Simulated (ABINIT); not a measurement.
KTaO3:

```xyz
5
Lattice="3.9883 0.0000 0.0000 0.0000 3.9883 0.0000 0.0000 0.0000 3.9883" Properties=species:S:1:pos:R:3 pbc="T T T"
Ta    0.0000    0.0000    0.0000
K     1.9942    1.9942    1.9942
O     0.0000    0.0000    1.9942
O     0.0000    1.9942    0.0000
O     1.9942    0.0000    0.0000
```

Base run:

```yaml
Program: ABINIT 10.8.3 (patched build)
Functional: PBE
Potentials_or_basis: PseudoDojo NC SR PBE v0.4.1 standard
Cutoff: 952 eV
k_mesh: 5 × 5 × 5
Occupations: fermi-dirac, width 0.05 eV
Spin: no spin polarisation
```

Its results: band gap on the k mesh 2.35 eV, indirect (least direct gap 2.87 eV).

**Question.** The run is repeated on the same cell with these changes: functional from PBE to LDA; potentials or basis from PseudoDojo NC SR PBE v0.4.1 standard to PseudoDojo NC SR LDA v0.4.1 standard. What comes out?

**Answer.** Band gap on the k mesh 2.20 eV, indirect (least direct gap 2.73 eV).

Caveats: spin-orbit coupling is left out, which moves the levels of the heavy elements; an odd mesh through Γ misses points on the zone boundary, where band edges often lie.
